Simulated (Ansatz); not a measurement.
## What spin–orbit coupling does to the bands of Rh

```xyz
1
Lattice="-1.5352 1.5352 1.5352 1.5352 -1.5352 1.5352 1.5352 1.5352 -1.5352" Properties=species:S:1:pos:R:3 pbc="T T T"
Rh    0.0000    0.0000    0.0000
```

The structure comes from a relaxation in the same program, started in the bcc type, and has space group Im-3m. Whether it is a known phase or the ground state wasn't checked.

Spin polarisation is left out, and whether a magnetic state lies lower isn't shown here.

Methods: DFT, PBE, all-electron LAPW, scalar-relativistic (Ansatz 0.2.0); DFT, PBE, all-electron LAPW, Dirac equation with spin-orbit coupling (Ansatz 0.2.0).

Numerical set-up: a Γ-centred 16×16×16 k mesh, Fermi–Dirac smearing of 0.05 eV, basis error target 0.5 meV/atom, no spin polarisation.

Levels between -6 and 4 eV, each run counted from its own valence-band top where it has a gap, else its Fermi level. Scalar levels are listed once for both spins; with the coupling every spinor state is counted. Levels near the edges of the range can cross them.

At Γ (0.000, 0.000, 0.000) the scalar-relativistic levels are -2.74 (×3), -0.41 (×2). What are they with spin–orbit coupling?

-2.86 (×4), -2.60 (×2), -0.42 (×4).

At P (0.250, 0.250, 0.250) the scalar-relativistic levels are -3.53 (×3), -0.02 (×2). What are they with spin–orbit coupling?

-3.57 (×4), -3.54 (×2), -0.04 (×4).

At H (0.500, -0.500, 0.500) the scalar-relativistic levels are -5.51 (×2), 1.05 (×3). What are they with spin–orbit coupling?

-5.54 (×4), 0.93 (×4), 1.24 (×2).
